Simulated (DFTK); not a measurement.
**NaCl under changes of volume**

One of the cells (21.478 Å³/atom); the others are scaled copies at fixed shape and fractional positions:

```
Cl Na
1.0
     3.50219    0.00000    0.00000
     0.00000    3.50219    0.00000
     0.00000    0.00000    3.50219
Cl Na
1 1
Direct
  0.50000 0.50000 0.50000
  0.00000 0.00000 0.00000
```

Measurements of this composition are mostly on another form, of space group No. 225.

| Property | Result |
| --- | --- |
| Program | DFTK 0.8.2 |
| Functional | PBEsol |
| Potentials or basis | dojo.nc.sr.pbesol.v0_4_1.standard.upf (PBEsol) |
| Cutoff | 1197 eV |
| k mesh | 8 × 8 × 8 |
| Occupations | fermi-dirac, width 0.05 eV |
| Spin | no spin polarisation |

```csv
volume (Å³/atom),energy over the lowest point (meV/atom),pressure (GPa),gap on the mesh (eV)
20.189,0.32,0.4,4.05
20.619,0.00,-0.2,3.97
21.048,1.24,-0.7,3.91
21.478,3.86,-1.2,3.84
21.907,7.70,-1.6,3.78
22.337,12.63,-2.0,3.72
22.766,?,?,?
```

Problem. What does the run at 22.766 Å³/atom give?

Solution. Energy over the lowest point 18.51 meV/atom; pressure -2.4 GPa; gap on the mesh 3.67 eV.

Worked out: A Birch-Murnaghan fit of order 3 (a polynomial in V^(-2/3)) to the other rows has its minimum at 20.49 Å³/atom with B0 = V·E''(V) = 29 GPa and B' = 4.8. It gives 18.51 meV/atom at 22.766 Å³/atom, against the run's 18.51, and -dE/dV = -2.4 GPa, against -2.4. A straight line through the other rows of the gap, of slope -3.24 eV per unit of ln V, extrapolates to 3.66 eV, against the run's 3.67.

Energies are extrapolated to zero smearing.

A mesh can miss the band edges.
